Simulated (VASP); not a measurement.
# HgTe (Coloradoite) (F-43m) in VASP: a series of runs

Aim: see how the results for HgTe (Coloradoite) move with the level of theory and the settings. Levels: AM05, PBEsol, PBE+D3(BJ). Tasks: relaxation of cell and atoms.

All numbers are computed with VASP 6.6.1; they aren't measurements. Logs are shortened: lines on timing, memory, paths and dates and some standing lists are left out, and cuts for length are marked.

## Step 1: The structure

The structure is cubic, space group F-43m (No. 216). Conventional cell: a = 6.543 Å, b = 6.543 Å, c = 6.543 Å, α = 90.00°, β = 90.00°, γ = 90.00°. Hg (site symmetry -43m) has 4 Te at 2.83 Å as nearest neighbours. Te (site symmetry -43m) has 4 Hg at 2.83 Å as nearest neighbours.

## Step 2: Relaxation of cell and atoms, AM05

INCAR

```
PREC     = Accurate       # precision mode
ENCUT    = 600            # plane-wave cutoff, eV
EDIFF    = 1E-7           # SCF threshold, eV
ISMEAR   = 0              # smearing method
SIGMA    = 0.03           # smearing width, eV
LREAL    = F              # projectors in reciprocal space
LASPH    = T              # aspherical terms in the spheres
NELM     = 80             # most SCF steps
ALGO     = Normal         # electronic algorithm
ISIF     = 3              # what is computed and relaxed
LWAVE    = F              # write WAVECAR
LCHARG   = F              # write CHGCAR
GGA      = AM             # functional
IBRION   = 2              # ionic algorithm
NSW      = 90             # ionic steps
EDIFFG   = -0.005         # ionic threshold
```

KPOINTS

```
Automatic mesh
0
Gamma
  10 10 10
```

POSCAR

```
HgTe                                    
1.0
   -0.0000000000      3.2716960685      3.2716960685
    3.2716960685     -0.0000000000      3.2716960685
    3.2716960685      3.2716960685      0.0000000000
  Hg              Te            
     1     1
Direct
     0.0000000000000000    0.0000000000000000    0.0000000000000000
     0.2500000000000000    0.2500000000000000    0.2500000000000000
```

Potentials or basis: VASP PAW PBE potentials, release 64 (Hg, Te).

Started as:

```sh
cat potpaw_PBE.64/Hg/POTCAR potpaw_PBE.64/Te/POTCAR > POTCAR
mpirun -np 1 vasp_std > vasp.out
```

OUTCAR:

```text
PREC = Accurate
   ENCUT = 600
   EDIFF = 1E-7
   ISMEAR = 0
   LREAL = F
   LASPH = T
   NELM = 80
   ISIF = 3
   GGA = AM
   IBRION = 2
   NSW = 90
   EDIFFG = -0.005

 ion  position               nearest neighbor table
   1  0.000  0.000  0.000-   2 2.83   2 2.83   2 2.83   2 2.83
   2  0.250  0.250  0.250-   1 2.83   1 2.83   1 2.83   1 2.83

  LATTYP: Found a face centered cubic cell.
 ALAT       =     6.5433921370

  Lattice vectors:

 A1 = (   0.0000000000,   3.2716960685,   3.2716960685)
 A2 = (   3.2716960685,   0.0000000000,   3.2716960685)
 A3 = (   3.2716960685,   3.2716960685,   0.0000000000)

Analysis of symmetry for initial positions (statically):
=====================================================================
 Subroutine PRICEL returns:
 Original cell was already a primitive cell.

 Routine SETGRP: Setting up the symmetry group for a
 face centered cubic supercell.

 Subroutine GETGRP returns: Found 24 space group operations
 (whereof 24 operations were pure point group operations)
 out of a pool of 48 trial point group operations.

The static configuration has the point symmetry T_d .

Analysis of symmetry for dynamics (positions and initial velocities):
=====================================================================
 Subroutine PRICEL returns:
 Original cell was already a primitive cell.

 Routine SETGRP: Setting up the symmetry group for a
 face centered cubic supercell.

 Subroutine GETGRP returns: Found 24 space group operations
 (whereof 24 operations were pure point group operations)
 out of a pool of 48 trial point group operations.

The dynamic configuration has the point symmetry T_d .

 Subroutine INISYM returns: Found 24 space group operations
 (whereof 24 operations are pure point group operations),
 and found     1 'primitive' translations

----------------------------------------------------------------------------------------

                                     Primitive cell

  volume of cell :      70.0404

  direct lattice vectors                    reciprocal lattice vectors
     0.000000000  3.271696068  3.271696068    -0.152825932  0.152825932  0.152825932
     3.271696068  0.000000000  3.271696068     0.152825932 -0.152825932  0.152825932
     3.271696068  3.271696068  0.000000000     0.152825932  0.152825932 -0.152825932

  length of vectors
     4.626876952  4.626876952  4.626876952     0.264702278  0.264702278  0.264702278

  position of ions in fractional coordinates (direct lattice)
     0.000000000  0.000000000  0.000000000
     0.250000000  0.250000000  0.250000000

  ion indices of the primitive-cell ions
   primitive index   ion index
                 1           1
                 2           2

----------------------------------------------------------------------------------------

 KPOINTS: Automatic mesh

Automatic generation of k-mesh.
 Grid dimensions read from file:
 generate k-points for:   10   10   10

 Generating k-lattice:

  Cartesian coordinates                     Fractional coordinates (reciprocal lattice)
    -0.015282593  0.015282593  0.015282593     0.100000000  0.000000000  0.000000000
     0.015282593 -0.015282593  0.015282593     0.000000000  0.100000000  0.000000000
     0.015282593  0.015282593 -0.015282593     0.000000000  0.000000000  0.100000000

  Length of vectors
     0.026470228  0.026470228  0.026470228

  Shift w.r.t. Gamma in fractional coordinates (k-lattice)
     0.000000000  0.000000000  0.000000000

 Subroutine IBZKPT returns following result:
 ===========================================

 Found     47 irreducible k-points:

 Following reciprocal coordinates:
            Coordinates               Weight
  0.000000  0.000000  0.000000      1.000000
  0.100000  0.000000  0.000000      8.000000
  0.200000  0.000000  0.000000      8.000000
  0.300000  0.000000  0.000000      8.000000
  0.400000  0.000000  0.000000      8.000000
  0.500000  0.000000  0.000000      4.000000
[... 16 lines left out ...]
  0.300000  0.300000  0.000000      6.000000
  0.400000  0.300000  0.000000     24.000000
 [... further k-points ...]
   k-points           NKPTS =     47   k-points in BZ     NKDIM =     47   number of bands    NBANDS=     13
   number of dos      NEDOS =    301   number of ions     NIONS =      2
   total plane-waves  NPLWV =  64000
   dimension x,y,z NGX =    40 NGY =   40 NGZ =   40
   dimension x,y,z NGXF=    80 NGYF=   80 NGZF=   80
   ions per type =               1   1
   NGX,Y,Z   is equivalent  to a cutoff of  14.37, 14.37, 14.37 a.u.
   NGXF,Y,Z  is equivalent  to a cutoff of  28.74, 28.74, 28.74 a.u.
 SYSTEM =  unknown system
   PREC   = accura    normal or accurate (medium, high low for compatibility)
   ISTART =      0    job   : 0-new  1-cont  2-samecut
   ICHARG =      2    charge: 1-file 2-atom 10-const
   ISPIN  =      1    spin polarized calculation?
   LNONCOLLINEAR =      F non collinear calculations
   LSORBIT =      F    spin-orbit coupling
   LASPH  =      T    aspherical Exc in radial PAW
   ENCUT  =  600.0 eV  44.10 Ry    6.64 a.u.   9.24  9.24  9.24*2*pi/ulx,y,z
   NELM   =     80;   NELMIN=  2; NELMDL= -5     # of ELM steps
   EDIFF  = 0.1E-06   stopping-criterion for ELM
   LREAL  =      F    real-space projection
   EDIFFG = -.5E-02   stopping-criterion for IOM
   NSW    =     90    number of steps for IOM
   IBRION =      2    ionic relax: 0-MD 1-quasi-New 2-CG
   NFREE  =      1    steps in history (QN), initial steepest desc. (CG)
   ISIF   =      3    stress and relaxation
   ISYM   =      2    0-nonsym 1-usesym 2-fastsym
   POTIM  = 0.5000    time-step for ionic-motion
   TEBEG  =    0.0;   TEEND  =   0.0 temperature during run
   PSTRESS=    0.0 pullay stress
   NELECT =      18.0000    total number of electrons
   NUPDOWN=      -1.0000    fix difference up-down
   EMIN   =  10.00;   EMAX   =-10.00  energy-range for DOS
   EFERMI =   0.00;   METHOD = LEGACY
   ISMEAR =     0;   SIGMA  =   0.03  broadening in eV -4-tet -1-fermi 0-gaus
   EFERMI_NEDOS =   21; number of points for ismear=-14 and -15
   IALGO  =     38    algorithm
   IMIX   =      4    mixing-type and parameters
     AMIX     =   0.40;   BMIX     =  1.00
     AMIX_MAG =   1.60;   BMIX_MAG =  1.00
  volume/ion in A,a.u.               =      35.02       236.33
  Fermi-wavevector in a.u.,A,eV,Ry     =   1.040837  1.966897 14.739758  1.083342
  Thomas-Fermi vector in A             =   2.175431
   LORBIT       =      0    0 simple, 1 ext, 2 COOP (PROOUT), +10 PAW based schemes
   GGA     = AM    functional components
   LHFCALC =     F    Hartree Fock is set to
   AEXX    =    0.0000 exact exchange contribution
   IVDW    =     0    specifies the selected vdW correction
   LEPSILON=     F    determine dielectric tensor
   LRPA    =     F    only Hartree local field effects (RPA)
 conjugate gradient relaxation of ions
 non-spin polarized calculation
 Gauss-broadening in eV      SIGMA  =   0.03
  energy-cutoff  :      600.00
  volume of cell :       70.04
 maximum number of plane-waves:      2362
 NGX is ok and might be reduce to    40
   NGX = 19   NGY = 19   NGZ = 19

 number of electron      17.9999998 magnetization

 Free energy of the ion-electron system (eV)
  ---------------------------------------------------
  ext. energy  EPLUGINS =         0.00000000
  ---------------------------------------------------
  free energy    TOTEN  =        -3.84971875 eV

  energy without entropy =       -3.84967247  energy(sigma->0) =       -3.84969561

 E-fermi :   2.6493     XC(G=0):  -8.5733

 val. band max:        2.6401679384   @ k =   0.0000   0.0000   0.0000
 cond. band min:       3.1258337471   @ k =   0.1000   0.0000   0.0000
 fundamental gap:      0.4856658086
 Fermi energy:         2.6493050370

 k-point     1 :       0.0000    0.0000    0.0000
  band No.  band energies     occupation
      1      -9.1099      2.00000
      2      -4.5073      2.00000
      3      -4.5073      2.00000
      4      -4.5073      2.00000
      5      -4.0201      2.00000
      6      -4.0201      2.00000
      7       1.7955      2.00000
      8       2.6402      1.33333
      9       2.6402      1.33333
     10       2.6402      1.33333
     11       6.9277      0.00000
     12       6.9277      0.00000
     13       6.9277      0.00000

 k-point     2 :       0.1000    0.0000    0.0000
  band No.  band energies     occupation
      1      -9.0637      2.00000
      2      -4.4943      2.00000
      3      -4.4943      2.00000
      4      -4.4891      2.00000
      5      -4.0214      2.00000
      6      -4.0214      2.00000
      7       1.0462      2.00000
      8       2.5333      2.00000
      9       2.5333      2.00000
     10       3.1258      0.00000
     11       6.8447      0.00000
     12       7.0746      0.00000
     13       7.0746      0.00000

 k-point     3 :       0.2000    0.0000    0.0000
  band No.  band energies     occupation
      1      -8.9389      2.00000
      2      -4.4620      2.00000
      3      -4.4620      2.00000
      4      -4.4182      2.00000
      5      -4.0223      2.00000
      6      -4.0223      2.00000
      7      -0.0912      2.00000
      8       2.2790      2.00000
      9       2.2790      2.00000
     10       3.4556      0.00000
     11       7.1614      0.00000
     12       7.3925      0.00000
     13       7.3925      0.00000
[... 305 lines left out ...]
 k-point    23 :       0.3000    0.3000    0.0000
  band No.  band energies     occupation
      1      -8.6620      2.00000
      2      -4.3878      2.00000
      3      -4.3170      2.00000
      4      -4.3170      2.00000
      5      -4.0159      2.00000
      6      -3.9827      2.00000
      7      -1.2296      2.00000
      8       1.1205      2.00000
      9       1.1205      2.00000
     10       4.6119      0.00000
     11       5.6265      0.00000
     12       9.3991      0.00000
     13       9.3992      0.00000

 k-point    24 :       0.4000    0.3000    0.0000
  band No.  band energies     occupation
      1      -8.5512      2.00000
      2      -4.3539      2.00000
      3      -4.2772      2.00000
      4      -4.2463      2.00000
      5      -3.9773      2.00000
      6      -3.9240      2.00000
      7      -1.7932      2.00000
      8       0.7437      2.00000
      9       0.9178      2.00000
     10       4.7194      0.00000
     11       5.7370      0.00000
     12       9.1202      0.00000
     13       9.7820      0.00000

 [... further k-points ...]

------------------------ aborting loop because EDIFF is reached ----------------------------------------

  FORCE on cell =-STRESS in cart. coord.  units (eV):
  Direction    XX          YY          ZZ          XY          YZ          ZX
  --------------------------------------------------------------------------------------
  -------------------------------------------------------------------------------------
  Total        0.0005308      0.0005308      0.0005308     -0.0000000      0.0000000      0.0000000
  in kB        0.0121424      0.0121424      0.0121424     -0.0000000      0.0000000      0.0000000
  external PRESSURE =       0.0121424 kB  Pullay stress =       0.0000000 kB

 VOLUME and BASIS-vectors are now :
 -----------------------------------------------------------------------------
  energy-cutoff  :      600.00
  volume of cell :       70.04
      direct lattice vectors                 reciprocal lattice vectors
     0.000000000  3.271696068  3.271696068    -0.152825932  0.152825932  0.152825932
     3.271696068  0.000000000  3.271696068     0.152825932 -0.152825932  0.152825932
     3.271696068  3.271696068  0.000000000     0.152825932  0.152825932 -0.152825932

 POSITION                                       TOTAL-FORCE (eV/Angst)
 -----------------------------------------------------------------------------------
      0.00000      0.00000      0.00000         0.000000      0.000000      0.000000
      1.63585      1.63585      1.63585        -0.000000     -0.000000     -0.000000
 -----------------------------------------------------------------------------------
    total drift:                               -0.000000     -0.000000     -0.000000

  FREE ENERGIE OF THE ION-ELECTRON SYSTEM (eV)
  ---------------------------------------------------
  free  energy   TOTEN  =        -3.8497187474 eV

  energy  without entropy=       -3.8496724687  energy(sigma->0) =       -3.84969561

 reached required accuracy - stopping structural energy minimisation
```

Wall time 87 s (1 thread of Intel Xeon Platinum 8375C at 2.90GHz (Ice Lake), shared host); peak memory 0.27 GiB.

What came out:

```yaml
Free_energy: -3.8497 eV
Pressure_after_relaxing: 0.0 GPa
Band_gap_on_the_k_mesh: none (metal or under the smearing width)
```

Final structure:
```
Hg Te
1.0
     0.00000    3.27170    3.27170
     3.27170    0.00000    3.27170
     3.27170    3.27170    0.00000
Hg Te
1 1
Direct
  0.00000 0.00000 0.00000
  0.25000 0.25000 0.25000
```

Caveat: the relaxation stopped at its first step, so nothing moved; the PAW data sets were made with another functional, which shifts forces and pressure a little.

(Continued in part 2 of 2.)
